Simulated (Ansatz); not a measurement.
# V in Ansatz: the effect of functional

V:

```
V
1.0
     2.62154    0.00000    0.00000
    -1.31077    2.27032    0.00000
     0.00000    0.00000    4.75462
V
2
Cartesian
  0.0000 1.5135 1.1887
  1.3108 0.7568 3.5660
```

This isn't the form of V at room conditions, which is bcc.

The cell isn't the ideal one: volume scaled by 1.02.

Alike in all runs:

```yaml
Program: Ansatz 0.2.0
Task: single point
Potentials_or_basis: Ansatz PAW
k_mesh: 12 × 12 × 6
Occupations: fermi-dirac, width 0.05 eV
Spin: collinear spin, ferromagnetic start
Starting_moments: "[2.0, 2.0] μB"
```

| functional | cutoff | pressure (GPa) |
| --- | --- | --- |
| LDA | 420 eV (not typed: the program's choice for these potentials) | -15.7 |
| PBEsol | 420 eV (not typed: the program's choice for these potentials) | ? |
| r2SCAN | 500 eV (not typed: the program's choice for these potentials) | -6.4 |

Q: What does the run with functional PBEsol give?

A: Pressure -10.2 GPa.

Caveats: the PAW data sets come from PBE, with cores solved anew for the run's functional, which leaves a small shift of forces and pressure; the starting moments weren't kept; the magnetic or orbital state may not be the lowest (some runs).
